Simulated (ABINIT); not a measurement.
Crystal: ZnS (Wurtzite-2H).

```
Zn S
1.0
     3.81100    0.00000    0.00000
    -1.90550    3.30042    0.00000
     0.00000    0.00000    6.23400
Zn S
2 2
Direct
  0.66667 0.33333 0.50000
  0.33333 0.66667 0.00000
  0.66667 0.33333 0.88500
  0.33333 0.66667 0.38500
```

Base run:

| Item | Value |
| --- | --- |
| Program | ABINIT 10.8.3 (patched build) |
| Functional | revPBE |
| Potentials or basis | JTH PAW PBE v2.0 |
| Cutoff | 707 eV |
| k mesh | 8 × 8 × 5 |
| Occupations | fermi-dirac, width 0.05 eV |
| Spin | no spin polarisation |

Its results: band gap on the k mesh 2.36 eV, direct; pressure 4.1 GPa; largest force 0.325 eV/Å.

Q: After a change of settings the same cell gave: band gap on the k mesh 2.80 eV, direct; pressure 0.2 GPa; largest force 0.321 eV/Å. Which change was it?
A. functional from revPBE to RPBE
B. functional from revPBE to r2SCAN
C. functional from revPBE to PBEsol
D. functional from revPBE to AM05

A: B.

r2SCAN gives the wider gap, since meta-GGAs in the generalised Kohn-Sham scheme recover part of the derivative discontinuity.

Caveats: the PAW data sets were made with another functional, which shifts forces and pressure a little.
